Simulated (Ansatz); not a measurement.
LiH, CsCl type (r2SCAN geometry), in Ansatz:

```
Li H
1.0
     2.50166    0.00000    0.00000
     0.00000    2.50166    0.00000
     0.00000    0.00000    2.50166
Li H
1 1
Cartesian
  0.0000 0.0000 0.0000
  1.2508 1.2508 1.2508
```

G0W0@PBE with 85 empty bands, a screening cutoff of 180 eV and a 6×6×6 mesh (PAW, contour deformation) gives 2.195 eV over the mesh points, from a PBE gap of 0.694 eV; it sums over 87 bands with 81 plane waves in the screening and a wave cutoff of 420 eV. G0W0 values are finite-basis, finite-mesh values. No spin polarisation. The prototype was imposed, so other structures may be more stable.

Question: Estimate the gap with starting point PBE0.

Answer: 2.866 eV (+0.671 eV), from a Kohn-Sham gap of 2.138 eV.

Question: Another run gave a Kohn-Sham gap of 0.693 eV and a G0W0 gap of 2.187 eV, summing over 87 bands with 81 plane waves in the screening and a wave cutoff of 1034 eV. What was changed?

Answer: Potentials of the kind norm-conserving. The wave cutoff gives it away.

Question: Estimate the gap with frequency model Godby-Needs pole.

Answer: 2.170 eV (-0.025 eV), from a Kohn-Sham gap of 0.694 eV.

Question: Estimate the gap with mesh 10×10×10, empty bands 25, screening cutoff 80 eV.

Answer: 1.931 eV (-0.264 eV), from a Kohn-Sham gap of 0.707 eV.

The program warns that the k mesh is coarse for exact exchange in some of these runs, so their gaps aren't converged.
